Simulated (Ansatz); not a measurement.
**Au: do energies and stresses tell the same story?**

Theory: DFT PBEsol, scalar-relativistic, plane waves, PAW in Ansatz.

Cutoff 420 eV; k points 18×18×18 on the computed 1-atom cell (Γ-centred); Gaussian smearing, width 0.10 eV; no spin polarisation.

Relaxed cell: Fm-3m, a = 4.084 Å, b = 4.084 Å, c = 4.084 Å, α = 90.00°, β = 90.00°, γ = 90.00°, 1 atom in the primitive cell.

Energies at zero smearing and pressures from the stress tensor, at volumes with shape and atoms relaxed:
```
V (Å³/atom) E − E(first) (meV/atom) P (GPa)
     14.983                     0.00    32.14
     15.494                   -85.20    21.59
     16.004                  -139.83    12.92
     16.515                  -169.32     5.81
     17.026                  -178.28     0.00
     17.537                  -170.48    -4.76
     18.047                  -148.93    -8.64
     18.728                  -103.19   -12.70
```

Task: Check P = −dE/dV between neighbouring volumes, and get the bulk modulus from the pressures alone.

Result: With 1 eV/Å³ = 160.2 GPa:
| middle V (Å³/atom) | −ΔE/ΔV (GPa) | mean P (GPa) |
| --- | --- | --- |
| 15.238 | 26.726 | 26.868 |
| 15.749 | 17.136 | 17.254 |
| 16.260 | 9.248 | 9.362 |
| 16.770 | 2.813 | 2.902 |
| 17.281 | -2.448 | -2.381 |
| 17.792 | -6.760 | -6.701 |
| 18.388 | -10.759 | -10.669 |

The two differ by 0.14 GPa at most. The mean of two end pressures misses the average over a step by about ΔV² P″/12, up to 0.17 GPa here; with that taken off 0.03 GPa remains. The stress is the derivative of the free energy, not of the energy at zero smearing, and with free energies 0.00 GPa remains. Around V = 17.026 Å³/atom, the two neighbours give B = −V ΔP/ΔV = 17.026 × 10.57 / 1.022 = 176.1 GPa, against B0 = 175.0 GPa from the Birch–Murnaghan fit of the energies.

Spin–orbit coupling is left out, which can shift energies with elements as heavy as these.